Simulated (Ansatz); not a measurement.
**Sc: levels along high-symmetry lines**

```
Sc
1.0
     3.30880    0.00000    0.00000
    -1.65440    2.86550    0.00000
     0.00000    0.00000    5.26800
Sc
2
Direct
  0.33333 0.66667 0.25000
  0.66667 0.33333 0.75000
```

Atom numbers follow the list: Sc1, Sc2.

The cell is COD entry 9011704, as deposited and not checked against the literature; nothing was relaxed.

These are results of Ansatz 0.2.0, DFT, PBE, all-electron LAPW, scalar-relativistic, not measurements.

The runs use a Γ-centred 13×13×7 k mesh, Fermi–Dirac smearing of 0.03 eV, basis error target 0.5 meV/atom, no spin polarisation.

Points in fractions of the reciprocal vectors of this cell: Γ (0, 0, 0), M (0.5, 0, 0), K (0.333, 0.333, 0), A (0, 0, 0.5), L (0.5, 0, 0.5), H (0.333, 0.333, 0.5). The path joins them by straight lines in the order Γ–M–K–Γ–A–L–H–A–L; legs that retrace an earlier one aren't tabulated. Energies are in eV from the Fermi level.

(1) Metal or insulator at this level of theory?

(2) Tabulate bands 8 to 13, counted from the lowest band of the run, along the path.

Results:

(1) No gap opens: metallic or semimetallic.

(2) 
```json
{"k (1/Å)": "0.00", "point": "Γ", "band 8": "-27.87", "band 9": "-5.11", "band 10": "-1.66", "band 11": "0.42", "band 12": "1.59", "band 13": "1.59"}
{"k (1/Å)": "0.27", "point": "", "band 8": "-27.87", "band 9": "-4.77", "band 10": "-1.38", "band 11": "0.18", "band 12": "1.11", "band 13": "1.77"}
{"k (1/Å)": "0.55", "point": "", "band 8": "-27.90", "band 9": "-3.84", "band 10": "-0.78", "band 11": "-0.25", "band 12": "0.45", "band 13": "1.42"}
{"k (1/Å)": "0.82", "point": "", "band 8": "-27.92", "band 9": "-2.55", "band 10": "-0.66", "band 11": "-0.57", "band 12": "-0.06", "band 13": "1.34"}
{"k (1/Å)": "1.10", "point": "M", "band 8": "-27.93", "band 9": "-1.59", "band 10": "-1.04", "band 11": "-0.69", "band 12": "-0.30", "band 13": "1.20"}
{"k (1/Å)": "1.25", "point": "", "band 8": "-27.94", "band 9": "-1.50", "band 10": "-0.97", "band 11": "-0.65", "band 12": "-0.33", "band 13": "1.18"}
{"k (1/Å)": "1.41", "point": "", "band 8": "-27.97", "band 9": "-1.27", "band 10": "-0.81", "band 11": "-0.58", "band 12": "-0.39", "band 13": "1.12"}
{"k (1/Å)": "1.57", "point": "", "band 8": "-28.00", "band 9": "-0.96", "band 10": "-0.67", "band 11": "-0.49", "band 12": "-0.47", "band 13": "1.01"}
{"k (1/Å)": "1.73", "point": "K", "band 8": "-28.02", "band 9": "-0.67", "band 10": "-0.67", "band 11": "-0.59", "band 12": "-0.45", "band 13": "0.98"}
{"k (1/Å)": "2.05", "point": "", "band 8": "-27.96", "band 9": "-1.84", "band 10": "-0.50", "band 11": "-0.38", "band 12": "-0.34", "band 13": "1.02"}
{"k (1/Å)": "2.36", "point": "", "band 8": "-27.91", "band 9": "-3.45", "band 10": "-0.55", "band 11": "-0.33", "band 12": "0.21", "band 13": "1.38"}
{"k (1/Å)": "2.68", "point": "", "band 8": "-27.88", "band 9": "-4.66", "band 10": "-1.29", "band 11": "0.12", "band 12": "1.01", "band 13": "1.72"}
{"k (1/Å)": "3.00", "point": "Γ", "band 8": "-27.87", "band 9": "-5.11", "band 10": "-1.66", "band 11": "0.42", "band 12": "1.59", "band 13": "1.59"}
{"k (1/Å)": "3.14", "point": "", "band 8": "-27.88", "band 9": "-5.01", "band 10": "-1.83", "band 11": "0.40", "band 12": "1.54", "band 13": "1.54"}
{"k (1/Å)": "3.29", "point": "", "band 8": "-27.89", "band 9": "-4.71", "band 10": "-2.29", "band 11": "0.45", "band 12": "1.45", "band 13": "1.48"}
{"k (1/Å)": "3.44", "point": "", "band 8": "-27.90", "band 9": "-4.24", "band 10": "-2.94", "band 11": "0.62", "band 12": "1.18", "band 13": "1.47"}
{"k (1/Å)": "3.59", "point": "A", "band 8": "-27.91", "band 9": "-3.63", "band 10": "-3.63", "band 11": "0.88", "band 12": "0.88", "band 13": "1.53"}
{"k (1/Å)": "3.87", "point": "", "band 8": "-27.92", "band 9": "-3.33", "band 10": "-3.33", "band 11": "0.75", "band 12": "0.75", "band 13": "1.39"}
{"k (1/Å)": "4.14", "point": "", "band 8": "-27.95", "band 9": "-2.58", "band 10": "-2.58", "band 11": "0.42", "band 12": "0.42", "band 13": "1.15"}
{"k (1/Å)": "4.41", "point": "", "band 8": "-27.97", "band 9": "-1.77", "band 10": "-1.77", "band 11": "0.12", "band 12": "0.12", "band 13": "1.13"}
{"k (1/Å)": "4.69", "point": "L", "band 8": "-27.97", "band 9": "-1.46", "band 10": "-1.46", "band 11": "0.04", "band 12": "0.04", "band 13": "1.23"}
{"k (1/Å)": "4.85", "point": "", "band 8": "-27.95", "band 9": "-1.36", "band 10": "-1.36", "band 11": "0.07", "band 12": "0.07", "band 13": "1.03"}
{"k (1/Å)": "5.00", "point": "", "band 8": "-27.94", "band 9": "-1.10", "band 10": "-1.10", "band 11": "0.15", "band 12": "0.15", "band 13": "0.63"}
{"k (1/Å)": "5.16", "point": "", "band 8": "-27.94", "band 9": "-0.72", "band 10": "-0.72", "band 11": "0.16", "band 12": "0.16", "band 13": "0.26"}
{"k (1/Å)": "5.32", "point": "H", "band 8": "-27.94", "band 9": "-0.39", "band 10": "-0.39", "band 11": "-0.13", "band 12": "-0.13", "band 13": "0.25"}
{"k (1/Å)": "5.64", "point": "", "band 8": "-27.94", "band 9": "-1.18", "band 10": "-1.18", "band 11": "0.11", "band 12": "0.11", "band 13": "0.64"}
{"k (1/Å)": "5.95", "point": "", "band 8": "-27.95", "band 9": "-2.27", "band 10": "-2.27", "band 11": "0.35", "band 12": "0.35", "band 13": "1.01"}
{"k (1/Å)": "6.27", "point": "", "band 8": "-27.93", "band 9": "-3.24", "band 10": "-3.24", "band 11": "0.71", "band 12": "0.71", "band 13": "1.35"}
{"k (1/Å)": "6.59", "point": "A", "band 8": "-27.91", "band 9": "-3.63", "band 10": "-3.63", "band 11": "0.88", "band 12": "0.88", "band 13": "1.53"}
```
